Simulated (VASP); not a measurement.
# GaAs: relaxation of the cell, by functional

GaAs, F-43m (no. 216), 2 atoms in the cell.

| Functional | Volume (A^3) | Pressure left (GPa) | Ionic steps | SCF steps in all | Time (s) |
|---|---|---|---|---|---|
| Slater-PZ | 44.106 | -0.01 | 3 | 28 | 28 |
| PW86-PBE | 49.656 | 0.04 | 3 | 32 | 38 |
| GDSMFB | 44.191 | 0.00 | 3 | 28 | 30 |
| GAM | 49.593 | 0.05 | 3 | 42 | 47 |
| G96LYP | 49.418 | 0.01 | 3 | 32 | 34 |

## Input of the first row

INCAR:
```
PREC     = Accurate       # precision mode
ENCUT    = 600            # plane-wave cutoff, eV
EDIFF    = 1E-7           # SCF threshold, eV
ISMEAR   = 0              # smearing method
SIGMA    = 0.02           # smearing width, eV
LREAL    = F              # projectors in reciprocal space
LASPH    = T              # aspherical terms in the spheres
ALGO     = Normal         # electronic algorithm
NELM     = 100            # most SCF steps
ISIF     = 3              # what is computed and relaxed
LWAVE    = F              # write WAVECAR
LCHARG   = F              # write CHGCAR
IBRION   = 2              # ionic algorithm
NSW      = 40             # ionic steps
EDIFFG   = -0.01          # ionic threshold
GGA_COMPAT= F            
GGA      = LIBXC          # functional
LIBXC1   = LDA_X        
LIBXC2   = LDA_C_PZ      
```

KPOINTS:
```
k-points
0
Gamma
  7 7 7
```

POSCAR:
```
GaAs
1.0
    0.0000000000      2.8268500000      2.8268500000
    2.8268500000      0.0000000000      2.8268500000
    2.8268500000      2.8268500000      0.0000000000
As Ga
1 1
Direct
    0.7500000000      0.7500000000      0.7500000000
    0.0000000000      0.0000000000      0.0000000000
```

Commands:
```
cat potpaw_PBE.64/As/POTCAR potpaw_PBE.64/Ga_d/POTCAR > POTCAR
mpirun -np 1 vasp_std > vasp.out
```

Changes of the last row against the first:
```
- LIBXC1 = LDA_X
- LIBXC2 = LDA_C_PZ
+ LIBXC1 = GGA_X_G96
+ LIBXC2 = GGA_C_LYP
```

VASP 6.6.1 took 28 s on 1 core (AMD EPYC 9R14 (Zen 4)), a shared host.
